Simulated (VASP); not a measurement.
KCl (Sylvite):

```
K Cl
1.0
     0.00000    3.12700    3.12700
     3.12700    0.00000    3.12700
     3.12700    3.12700    0.00000
K Cl
1 1
Direct
  0.00000 0.00000 0.00000
  0.50000 0.50000 0.50000
```

Base run:

- Program: VASP 6.6.1
- Functional: PBE-EpsX
- Potentials or basis: VASP PAW PBE potentials, release 64 (K_sv, Cl)
- Cutoff: 520 eV
- k mesh: 6 × 6 × 6
- Occupations: gaussian, width 0.03 eV
- Spin: no spin polarisation

Its results: band gap on the k mesh 8.78 eV, direct; pressure 0.6 GPa.

The run is repeated on the same cell with these changes: functional from PBE-EpsX to HSE06. What comes out?

Band gap on the k mesh 6.59 eV, direct; pressure 0.9 GPa.

Caveats: the PAW data sets were made with another functional, which shifts forces and pressure a little.
